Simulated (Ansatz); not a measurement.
Set up this calculation in Ansatz 0.2.0, as the native input.

```yaml
Task: phonons
Functional: PBEsol
Potentials_or_basis: Ansatz PAW
Cutoff: "420 eV (not typed: the program's choice for these potentials)"
k_mesh: 8 × 8 × 8
Occupations: fermi-dirac, width 0.05 eV
Spin: no spin polarisation
q_mesh: 4 × 4 × 4
Path: "[[\"G\", \"X\", \"W\", \"K\", \"G\", \"L\", \"U\", \"W\", \"L\", \"K\"], [\"U\", \"X\"]]"
Points_for_each_segment_of_the_path: 8
```

Crystal: Ca.

```
Ca
1.0
     0.00000    2.79420    2.79420
     2.79420    0.00000    2.79420
     2.79420    2.79420    0.00000
Ca
1
Direct
  0.00000 0.00000 0.00000
```

These files were run (other wordings do the same):

input.yaml

```yaml
crystal:
  lattice:
    - [0.0, 2.7942, 2.7942]
    - [2.7942, 0.0, 2.7942]
    - [2.7942, 2.7942, 0.0]
  atoms:
    - { symbol: Ca, position: [0.0, 0.0, 0.0] }
hamiltonian:
  xc: pbesol
  pseudopotentials: { kind: paw }
kpoints:
  mp_grid: { grid: [8, 8, 8] }
scf:
  occupations: { method: fermi_dirac, width: 0.05 }
phonons:
  method: dfpt
  qmesh: [4, 4, 4]
  temperatures: { t_max: 1000, t_step: 100 }
  qpath:
    path:
      - [[0.0, 0.0, 0.0], [0.5, 0.0, 0.5], [0.5, 0.25, 0.75], [0.375, 0.375, 0.75], [0.0, 0.0, 0.0], [0.5, 0.5, 0.5], [0.625, 0.25, 0.625], [0.5, 0.25, 0.75], [0.5, 0.5, 0.5], [0.375, 0.375, 0.75]]
      - [[0.625, 0.25, 0.625], [0.5, 0.0, 0.5]]
    npoints: 8
```

Potentials or basis: Ansatz PAW.

Command:

```console
$ ansatz run input.yaml --threads 2 --pin off --max-ram 5632MiB --backend cpu --events-out ev --progress --plain --runs-dir out
```

It gave:

```json
{
 "Band gap on the k mesh": "none (metal or under the smearing width)",
 "Highest phonon frequency": "152 cm⁻¹"
}
```

Caveat: some levels weren't fully converged.

Run time: 41 s on 2 threads of Arm Neoverse V2, with other jobs on the host, peak memory 0.69 GiB.
